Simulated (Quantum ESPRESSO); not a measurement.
**BaZrO3 in Quantum ESPRESSO: the effect of target pressure**

The system is BaZrO3.

```
Ba Zr O
1.0
     4.19134    0.00000    0.00000
     0.00000    4.19134    0.00000
     0.00000    0.00000    4.19134
Ba Zr O
1 1 3
Cartesian
  0.0000 0.0000 0.0000
  2.0957 2.0957 2.0957
  2.0957 2.0957 0.0000
  2.0957 0.0000 2.0957
  0.0000 2.0957 2.0957
```

Alike in all runs:

| Property | Result |
| --- | --- |
| Program | Quantum ESPRESSO 7.5 |
| Task | phonons |
| Functional | PBE |
| Potentials or basis | PseudoDojo 0.4.1 SR PBE standard |
| Cutoff | 1143 eV |
| Density cutoff | 4572 eV |
| k mesh | 2 × 2 × 2, shifted |
| Occupations | fermi-dirac, width 0.05 eV |
| Spin | no spin polarisation |

Each run relaxes the cell or the atoms first.

Task: One run gave: relaxed volume 14.61 Å³/atom; dielectric constant 4.67 mean; highest phonon frequency 526 cm⁻¹. Which target pressure did it use?
A. 2 GPa
B. 0 GPa
C. 10 GPa
D. 15 GPa
E. 5 GPa

Result: E.

```tsv
target pressure	relaxed volume (Å³/atom)	dielectric constant (mean)	highest phonon frequency (cm⁻¹)
0 GPa	15.07	4.64	489
2 GPa	14.88	4.65	504
5 GPa	14.61	4.67	526
10 GPa	14.22	4.69	562
15 GPa	13.87	4.71	596
```

Caveats: all runs use coarse meshes; this release of the barium file is off; the cell is more than 3 GPa from zero pressure, which shifts response properties (some runs).
